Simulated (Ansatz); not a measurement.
Crystal: TaSi2.

```
Ta Si
1.0
     4.78000    0.00000    0.00000
    -2.39000    4.13960    0.00000
     0.00000    0.00000    6.56400
Ta Si
3 6
Direct
  0.00000 0.50000 0.16667
  0.50000 0.50000 0.83333
  0.50000 0.00000 0.50000
  0.33330 0.16665 0.16667
  0.16665 0.83335 0.83333
  0.83335 0.66670 0.50000
  0.66670 0.83335 0.16667
  0.83335 0.16665 0.83333
  0.16665 0.33330 0.50000
```

```yaml
Program: Ansatz 0.2.0
Task: relaxation of cell and atoms
Functional: LDA
Potentials_or_basis: all-electron LAPW, scalar-relativistic
Basis_error_allowed: 0.002 eV/atom
k_mesh: 6 × 6 × 3
Occupations: fermi-dirac, width 0.05 eV
Spin: no spin polarisation
```

At the start: volume 14.43 Å³/atom.

Where does the relaxation end?

Over 5 steps the energy falls by 19.3 meV/atom and the volume is 14.04 Å³/atom (-2.7 %); space group P6_222 (No. 180, to 0.05 Å).

Step by step:
```tsv
step	energy change (eV)	largest force (eV/Å)	volume (Å³)
1	0.0000	0.6368	129.88
2	-0.1406	0.0805	124.31
3	-0.1737	0.0178	126.57
4	-0.1741	0.0001	126.33
5	-0.1741	0.0001	126.33
```

Final structure:
```yaml
crystal:
  lattice:
    - [4.73016, 0.00000, 0.00000]
    - [-2.36508, 4.09644, 0.00000]
    - [0.00000, 0.00000, 6.51968]
  atoms:
    - { symbol: Ta, position: [0.00000, 0.50000, 0.16667] }
    - { symbol: Ta, position: [0.50000, 0.50000, 0.83333] }
    - { symbol: Ta, position: [0.50000, 0.00000, 0.50000] }
    - { symbol: Si, position: [0.31934, 0.15967, 0.16667] }
    - { symbol: Si, position: [0.15967, 0.84033, 0.83333] }
    - { symbol: Si, position: [0.84033, 0.68066, 0.50000] }
    - { symbol: Si, position: [0.68066, 0.84033, 0.16667] }
    - { symbol: Si, position: [0.84033, 0.15967, 0.83333] }
    - { symbol: Si, position: [0.15967, 0.31934, 0.50000] }
```

Caveat: the k mesh is thin for a metal, which can move the energy by tens of meV per atom.
